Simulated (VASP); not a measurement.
**What goes wrong when the modes of C (Diamond) are computed with a bad input**

Aim: see how common mistakes in a phonon run show up, on C (Diamond). The starting structure is a measured crystal structure from the Crystallography Open Database.

Main program and level: VASP 6.6.1; Kohn-Sham DFT with plane waves and PAW; LDA.

### Step 1. Starting point

It takes space group Fd-3m (No. 227, cubic). The conventional cell has a = 3.567 Å, b = 3.567 Å, c = 3.567 Å, α = 90.00°, β = 90.00°, γ = 90.00°. Nearest to C lie 4 C at 1.54 Å.

Structure file:

```xyz
2
Lattice="0.0000 1.7834 1.7834 1.7834 0.0000 1.7834 1.7834 1.7834 0.0000" Properties=species:S:1:pos:R:3 pbc="T T T"
C     2.6751    2.6751    2.6751
C     1.7834    1.7834    1.7834
```

### Step 2. Reference modes

The cell comes from a relaxation at this level, not shown (11.05 Å³).

File INCAR:

```
SYSTEM = C
PREC = Accurate
ENCUT = 520
EDIFF = 1E-08
NELM = 100
ISMEAR = 0
SIGMA = 0.03
LREAL = .FALSE.
ALGO = Normal
GGA = CA
NBANDS = 10
LORBIT = 11
LWAVE = .FALSE.
LCHARG = .FALSE.
KPAR = 8
IBRION = 8
LEPSILON = .TRUE.
LPEAD = .TRUE.
ISIF = 2
```

File POSCAR:

```
C
1.0
    0.0000000000      1.7679029686      1.7679029686
    1.7679029686      0.0000000000      1.7679029686
    1.7679029686      1.7679029686      0.0000000000
C
2
Direct
    0.7500000000      0.7500000000      0.7500000000
    0.5000000000      0.5000000000      0.5000000000
```

File KPOINTS:

```
Automatic mesh
0
Gamma
14 14 14
0 0 0
```

The projector-augmented-wave data sets are C (LDA family, release 64).

Launch:

```
> mpirun -np 8 vasp_std
```

Output:

```text
[banner, memory and clock lines left out]
running    8 mpi-ranks, on    1 nodes
 distrk:  each k-point on    1 cores,    8 groups
 distr:  one band on    1 cores,    1 groups

 POSCAR found type information on POSCAR C
 POSCAR found :  1 types and       2 ions
|                                                                             |
|           W    W    AA    RRRRR   N    N  II  N    N   GGGG   !!!           |
|           W    W   A  A   R    R  NN   N  II  NN   N  G    G  !!!           |
|           W    W  A    A  R    R  N N  N  II  N N  N  G       !!!           |
|           W WW W  AAAAAA  RRRRR   N  N N  II  N  N N  G  GGG   !            |
|           WW  WW  A    A  R   R   N   NN  II  N   NN  G    G                |
|           W    W  A    A  R    R  N    N  II  N    N   GGGG   !!!           |
|                                                                             |
|     For optimal performance we recommend to set                             |
|       NCORE = 2 up to number-of-cores-per-socket                            |
|     NCORE specifies how many cores store one orbital (NPAR=cpu/NCORE).      |
|     This setting can greatly improve the performance of VASP for DFT.       |
|     The default, NCORE=1 might be grossly inefficient on modern             |
|     multi-core architectures or massively parallel machines. Do your        |
|     Unfortunately you need to use the default for GW and RPA                |
|     calculations (for HF NCORE is supported but not extensively tested      |
|     yet).                                                                   |
|                                                                             |

 LDA part: xc-table for (Slater(with rela. corr.)+CA(PZ))
 , standard interpolation
 POSCAR, INCAR and KPOINTS ok, starting setup
 FFT: planning ... GRIDC
 FFT: planning ... GRID_SOFT
 FFT: planning ... GRID
 WAVECAR not read
 entering main loop
       N       E                     dE             d eps       ncg     rms          rms(c)
DAV:   1    -0.289603158583E+01   -0.28960E+01   -0.47871E+03  2240   0.764E+02
DAV:   2    -0.208087555124E+02   -0.17913E+02   -0.17528E+02  2752   0.126E+02
DAV:   3    -0.211055030123E+02   -0.29675E+00   -0.29583E+00  2434   0.130E+01
DAV:   4    -0.211061544888E+02   -0.65148E-03   -0.65145E-03  2290   0.690E-01
DAV:   5    -0.211061553572E+02   -0.86844E-06   -0.86844E-06  2358   0.241E-02    0.589E+00
DAV:   6    -0.204677780194E+02    0.63838E+00   -0.36651E-01  2170   0.448E+00    0.342E+00
DAV:   7    -0.202456845274E+02    0.22209E+00   -0.43001E-01  2246   0.486E+00    0.756E-01
DAV:   8    -0.202455014761E+02    0.18305E-03   -0.89263E-03  2220   0.851E-01    0.263E-02
DAV:   9    -0.202454897249E+02    0.11751E-04   -0.32929E-05  2360   0.482E-02    0.195E-02
DAV:  10    -0.202454911516E+02   -0.14267E-05   -0.17239E-06  2288   0.118E-02    0.450E-03
DAV:  11    -0.202454910957E+02    0.55862E-07   -0.57023E-08  2374   0.197E-03    0.707E-04
DAV:  12    -0.202454910879E+02    0.78339E-08   -0.12166E-09  1222   0.349E-04
   1 F= -.20245491E+02 E0= -.20245491E+02  d E =-.211948E-14
 Linear response reoptimize wavefunctions to high precision
DAV:   1    -0.202454910863E+02    0.15679E-08   -0.74431E-11  1374   0.912E-05
DAV:   2    -0.202454910863E+02    0.45475E-12   -0.26127E-12  1088   0.179E-05
 Linear response to external field (no local field effect), progress :
  Direction:   1
       N       E                     dE             d eps       ncg     rms          rms(c)
RMM:   1    -0.177988725807E+00   -0.17799E+00   -0.64979E-01  1248   0.225E+00
RMM:   2    -0.182129190045E+00   -0.41405E-02   -0.10474E-03  1248   0.270E-01
RMM:   3    -0.182133482810E+00   -0.42928E-05   -0.30998E-06  1243   0.113E-02
RMM:   4    -0.182133500906E+00   -0.18095E-07   -0.12416E-08  1114   0.758E-04
RMM:   5    -0.182133500975E+00   -0.69733E-10   -0.59950E-11   245   0.501E-05
 change of polarisation eV/A/(eV/A) component  1 :     0.364     0.162     0.047
 dielectric tensor                  component  1 :     6.965     2.650     0.768
 Linear response to external field (no local field effect), progress :
  Direction:   2
       N       E                     dE             d eps       ncg     rms          rms(c)
RMM:   1    -0.174781966848E+00   -0.17478E+00   -0.62075E-01  1248   0.227E+00
RMM:   2    -0.178790209465E+00   -0.40082E-02   -0.10135E-03  1248   0.272E-01
RMM:   3    -0.178794292639E+00   -0.40832E-05   -0.31993E-06  1243   0.112E-02
RMM:   4    -0.178794312591E+00   -0.19952E-07   -0.13392E-08  1119   0.808E-04
RMM:   5    -0.178794312657E+00   -0.65819E-10   -0.18324E-10   249   0.510E-05
 change of polarisation eV/A/(eV/A) component  2 :     0.162     0.358    -0.062
 dielectric tensor                  component  2 :     2.650     6.855    -1.011
 Linear response to external field (no local field effect), progress :
  Direction:   3
       N       E                     dE             d eps       ncg     rms          rms(c)
RMM:   1    -0.894756226495E-01   -0.89476E-01   -0.31688E-01  1232   0.168E+00
RMM:   2    -0.917752353671E-01   -0.22996E-02   -0.51693E-04  1248   0.189E-01
RMM:   3    -0.917772518747E-01   -0.20165E-05   -0.14704E-06  1245   0.823E-03
RMM:   4    -0.917772597540E-01   -0.78794E-08   -0.53057E-09  1082   0.577E-04
 change of polarisation eV/A/(eV/A) component  3 :     0.047    -0.062     0.184
 dielectric tensor                  component  3 :     0.768    -1.011     4.006
 Linear response to external field, progress :
  Direction:   1
       N       E                     dE             d eps       ncg     rms          rms(c)
RMM:   1    -0.147407300809E+00   -0.14741E+00   -0.52912E-01  2912   0.207E+00
RMM:   2    -0.150876475593E+00   -0.34692E-02   -0.85831E-04  2928   0.243E-01    0.692E-01
RMM:   3    -0.148623109317E+00    0.22534E-02   -0.74398E-04  7260   0.210E-01    0.403E-01
RMM:   4    -0.153492642585E+00   -0.48695E-02   -0.10915E-03  8055   0.256E-01    0.326E-02
RMM:   5    -0.153890257587E+00   -0.39762E-03   -0.11593E-05  7573   0.267E-02    0.280E-03
RMM:   6    -0.153904058544E+00   -0.13801E-04   -0.35447E-08  8124   0.167E-03    0.151E-03
RMM:   7    -0.153907407444E+00   -0.33489E-05   -0.55542E-09  8041   0.713E-04    0.102E-04
RMM:   8    -0.153907974704E+00   -0.56726E-06   -0.37262E-11  6830   0.639E-05    0.257E-05
RMM:   9    -0.153907860515E+00    0.11419E-06    0.24099E-11  3908   0.213E-05    0.215E-06
 change of polarisation eV/A/(eV/A) component  1 :     0.291     0.088     0.034
 dielectric tensor                  component  1 :     5.765     1.444     0.549
 Linear response to external field, progress :
  Direction:   2
       N       E                     dE             d eps       ncg     rms          rms(c)
RMM:   1    -0.147417703097E+00   -0.14742E+00   -0.52914E-01  2912   0.207E+00
RMM:   2    -0.150906321903E+00   -0.34886E-02   -0.86060E-04  2928   0.244E-01    0.692E-01
RMM:   3    -0.148653795744E+00    0.22525E-02   -0.74389E-04  7262   0.210E-01    0.403E-01
RMM:   4    -0.153522722849E+00   -0.48689E-02   -0.10911E-03  8053   0.256E-01    0.326E-02
RMM:   5    -0.153920104295E+00   -0.39738E-03   -0.11585E-05  7570   0.267E-02    0.280E-03
RMM:   6    -0.153934035184E+00   -0.13931E-04   -0.35425E-08  8126   0.167E-03    0.151E-03
RMM:   7    -0.153937372592E+00   -0.33374E-05   -0.56422E-09  8049   0.713E-04    0.102E-04
RMM:   8    -0.153937945223E+00   -0.57263E-06   -0.12488E-10  6825   0.637E-05    0.257E-05
RMM:   9    -0.153937828964E+00    0.11626E-06   -0.57600E-11  3926   0.214E-05    0.215E-06
 change of polarisation eV/A/(eV/A) component  2 :     0.072     0.291     0.005
 dielectric tensor                  component  2 :     1.177     5.766     0.078
 Linear response to external field, progress :
  Direction:   3
       N       E                     dE             d eps       ncg     rms          rms(c)
RMM:   1    -0.147415344229E+00   -0.14742E+00   -0.52912E-01  2912   0.207E+00
RMM:   2    -0.150905781406E+00   -0.34904E-02   -0.85885E-04  2928   0.244E-01    0.692E-01
RMM:   3    -0.148653299483E+00    0.22525E-02   -0.74107E-04  7262   0.209E-01    0.403E-01
RMM:   4    -0.153522376316E+00   -0.48691E-02   -0.10882E-03  8053   0.256E-01    0.326E-02
RMM:   5    -0.153919467847E+00   -0.39709E-03   -0.11581E-05  7577   0.267E-02    0.280E-03
RMM:   6    -0.153933468162E+00   -0.14000E-04   -0.34827E-08  8134   0.166E-03    0.152E-03
RMM:   7    -0.153936796379E+00   -0.33282E-05   -0.56006E-09  8048   0.711E-04    0.102E-04
RMM:   8    -0.153937375479E+00   -0.57910E-06   -0.12227E-10  6796   0.627E-05    0.256E-05
RMM:   9    -0.153937255322E+00    0.12016E-06   -0.58891E-11  3934   0.215E-05    0.216E-06
 change of polarisation eV/A/(eV/A) component  3 :     0.015     0.059     0.291
 dielectric tensor                  component  3 :     0.245     0.966     5.766
 Linear response DOF=           1
 Linear response progress:
  Degree of freedom:   1/  1
       N       E                     dE             d eps       ncg     rms          rms(c)
RMM:   1    -0.119729797689E+00   -0.11973E+00   -0.19123E-02 20482   0.207E+00
RMM:   2    -0.110281414568E+00    0.94484E-02   -0.82881E-04 13033   0.397E-01    0.189E-01
RMM:   3    -0.110579202134E+00   -0.29779E-03   -0.78185E-05 12856   0.112E-01    0.103E-01
RMM:   4    -0.111374283754E+00   -0.79508E-03   -0.15270E-04 12740   0.116E-01    0.133E-02
RMM:   5    -0.111337721030E+00    0.36563E-04    0.11573E-05 13887   0.138E-02    0.101E-03
RMM:   6    -0.111338885409E+00   -0.11644E-05    0.18458E-06 13897   0.813E-04    0.449E-04
RMM:   7    -0.111336376323E+00    0.25091E-05    0.73053E-07 14215   0.352E-04    0.664E-05
RMM:   8    -0.111336431014E+00   -0.54690E-07    0.50300E-09 14252   0.452E-05    0.101E-05
RMM:   9    -0.111336308304E+00    0.12271E-06   -0.30104E-08 14735   0.185E-05    0.149E-06
RMM:  10    -0.111336304652E+00    0.36512E-08   -0.13932E-08 11972   0.676E-06    0.153E-07
 first order change of Fermi-energy   0.39385E-04
 force on displaced ion       1 direction 1 : -38.569  -0.000  -0.000
 Born effective charge ion    1 direction 1 :  -0.000   0.000   0.000
 Born effective charges drift removed
 Linear response finished
```

Elapsed: 13 s, on 8 MPI ranks of Intel Xeon 6975P-C (Granite Rapids), shared host; peak memory 2.2 GiB.

Lines that name or quote the potential files are left out of all logs, and their timing lines are given in words.

OUTCAR, selected parts (step 2):

```text
ion  position               nearest neighbor table
   1  0.750  0.750  0.750-   2 1.53   2 1.53   2 1.53   2 1.53
   2  0.500  0.500  0.500-   1 1.53   1 1.53   1 1.53   1 1.53

  LATTYP: Found a face centered cubic cell.
 ALAT       =     3.5358059372

 Subroutine GETGRP returns: Found 48 space group operations
 (whereof 24 operations were pure point group operations)

The static configuration has the point symmetry T_d .
 The point group associated with its full space group is O_h .

 Found    104 irreducible k-points:

   k-points           NKPTS =    104   k-points in BZ     NKDIM =    104   number of bands    NBANDS=     10

   dimension x,y,z NGX =    20 NGY =   20 NGZ =   20
   dimension x,y,z NGXF=    40 NGYF=   40 NGZF=   40

   ENCUT  =  520.0 eV  38.22 Ry    6.18 a.u.   4.65  4.65  4.65*2*pi/ulx,y,z

   NELECT =       8.0000    total number of electrons

 k-points in reciprocal lattice and weights: Automatic mesh
   0.00000000  0.00000000  0.00000000       0.000
   0.07142857  0.00000000  0.00000000       0.003
   0.14285714  0.00000000  0.00000000       0.003
   0.21428571  0.00000000  0.00000000       0.003
   0.28571429  0.00000000  0.00000000       0.003
   0.35714286  0.00000000  0.00000000       0.003
   0.42857143  0.00000000  0.00000000       0.003
   0.50000000  0.00000000  0.00000000       0.001
   0.07142857  0.07142857  0.00000000       0.002
[...]
-0.28571429  0.42857143  0.21428571       0.009
  -0.28571429  0.50000000  0.21428571       0.004

 average (electrostatic) potential at core
       1 -49.1194       2 -49.1194

  Total        0.0001006      0.0001006      0.0001006      0.0000000      0.0000000     -0.0000000
  in kB        0.0145918      0.0145918      0.0145918      0.0000000      0.0000000     -0.0000000
  external PRESSURE =       0.0145918 kB  Pullay stress =       0.0000000 kB

  energy-cutoff  :      520.00
  volume of cell :       11.05
      direct lattice vectors                 reciprocal lattice vectors
     0.000000000  1.767902969  1.767902969    -0.282820952  0.282820952  0.282820952
     1.767902969  0.000000000  1.767902969     0.282820952 -0.282820952  0.282820952
     1.767902969  1.767902969  0.000000000     0.282820952  0.282820952 -0.282820952

 POSITION                                       TOTAL-FORCE (eV/Angst)
 -----------------------------------------------------------------------------------
      2.65185      2.65185      2.65185        -0.000000     -0.000000      0.000000
      1.76790      1.76790      1.76790         0.000000      0.000000     -0.000000
 -----------------------------------------------------------------------------------
    total drift:                                0.000000     -0.000000      0.000000

 MACROSCOPIC STATIC DIELECTRIC TENSOR (including local field effects in DFT)
 ------------------------------------------------------
           5.765531     0.000000     0.000000
           0.000000     5.765531    -0.000000
           0.000000    -0.000000     5.765531
 ------------------------------------------------------

 PIEZOELECTRIC TENSOR (including local field effects)  for field in x, y, z        (C/m^2)
          XX          YY          ZZ          XY          YZ          ZX
  --------------------------------------------------------------------------------
  x    -0.00000    -0.00000    -0.00000     0.00000     0.00000     0.00000
  y    -0.00000    -0.00000    -0.00000     0.00000     0.00000    -0.00000
  z     0.00000     0.00000    -0.00000     0.00000     0.00000     0.00000

 BORN EFFECTIVE CHARGES (including local field effects) (in |e|, cummulative output)
 ---------------------------------------------------------------------------------
 ion    1
    1     0.00000     0.00000     0.00000
    2     0.00000     0.00000     0.00000
    3     0.00000     0.00000     0.00000
 ion    2
    1    -0.00000     0.00000     0.00000
    2     0.00000    -0.00000     0.00000
    3     0.00000     0.00000    -0.00000

 Eigenvectors and eigenvalues of the dynamical matrix
 ----------------------------------------------------

   1 f  =   39.618212 THz   248.928567 2PiTHz 1321.521301 cm-1   163.847685 meV
             X         Y         Z           dx          dy          dz
      2.651854  2.651854  2.651854     0.000000   -0.707107    0.000000
      1.767903  1.767903  1.767903     0.000000    0.707107    0.000000

   2 f  =   39.618212 THz   248.928567 2PiTHz 1321.521301 cm-1   163.847685 meV
             X         Y         Z           dx          dy          dz
      2.651854  2.651854  2.651854    -0.707107    0.000000    0.000000
      1.767903  1.767903  1.767903     0.707107    0.000000    0.000000

   3 f  =   39.618212 THz   248.928567 2PiTHz 1321.521301 cm-1   163.847685 meV
             X         Y         Z           dx          dy          dz
      2.651854  2.651854  2.651854     0.000000    0.000000   -0.707107
      1.767903  1.767903  1.767903     0.000000    0.000000    0.707107

   4 f  =    0.000000 THz     0.000000 2PiTHz    0.000000 cm-1     0.000000 meV
             X         Y         Z           dx          dy          dz
      2.651854  2.651854  2.651854     0.707107    0.000000    0.000000
      1.767903  1.767903  1.767903     0.707107    0.000000    0.000000

   5 f  =    0.000000 THz     0.000000 2PiTHz    0.000000 cm-1     0.000000 meV
             X         Y         Z           dx          dy          dz
      2.651854  2.651854  2.651854     0.000000    0.707107    0.000000
      1.767903  1.767903  1.767903     0.000000    0.707107    0.000000

   6 f  =    0.000000 THz     0.000000 2PiTHz    0.000000 cm-1     0.000000 meV
             X         Y         Z           dx          dy          dz
      2.651854  2.651854  2.651854     0.000000    0.000000    0.707107
      1.767903  1.767903  1.767903     0.000000    0.000000    0.707107

 MACROSCOPIC STATIC DIELECTRIC TENSOR IONIC CONTRIBUTION
 ------------------------------------------------------
           0.000000     0.000000     0.000000
           0.000000     0.000000     0.000000
           0.000000     0.000000     0.000000
 ------------------------------------------------------

 ELASTIC MODULI CONTR FROM IONIC RELAXATION (kBar)
 Direction    XX          YY          ZZ          XY          YZ          ZX
 --------------------------------------------------------------------------------
 XX          -0.0000     -0.0000     -0.0000      0.0000      0.0000      0.0000
 YY          -0.0000     -0.0000     -0.0000      0.0000      0.0000      0.0000
 ZZ          -0.0000     -0.0000     -0.0000      0.0000      0.0000      0.0000
 XY           0.0000      0.0000      0.0000    -63.5260      0.0000      0.0000
 YZ           0.0000      0.0000      0.0000      0.0000    -63.5260      0.0000
 ZX           0.0000      0.0000      0.0000      0.0000      0.0000    -63.5260
 --------------------------------------------------------------------------------

 PIEZOELECTRIC TENSOR IONIC CONTR  for field in x, y, z        (C/m^2)
          XX          YY          ZZ          XY          YZ          ZX
  --------------------------------------------------------------------------------
  x     0.00000     0.00000     0.00000     0.00000    -0.00000     0.00000
  y     0.00000     0.00000     0.00000     0.00000     0.00000    -0.00000
  z     0.00000     0.00000     0.00000    -0.00000     0.00000     0.00000
```

Energies printed during the response cycles are not total energies of the cell.

Reference: the zone-centre mode is T2g 1321.5 cm⁻¹.

(Continued in part 2 of 3.)

[Lines on the potential files, build, host, timing and source positions are cut from VASP's logs without a mark.]

[Logs are printed without paths, hosts, clocks, repeated set-up lines and the standing remarks that a program may print on its own settings, such as how far it seeks lower states.]

[Hosts, paths, dates, database ids (printed as entryN), source tags and the programs' standing remarks are cut or masked in the printed files.]
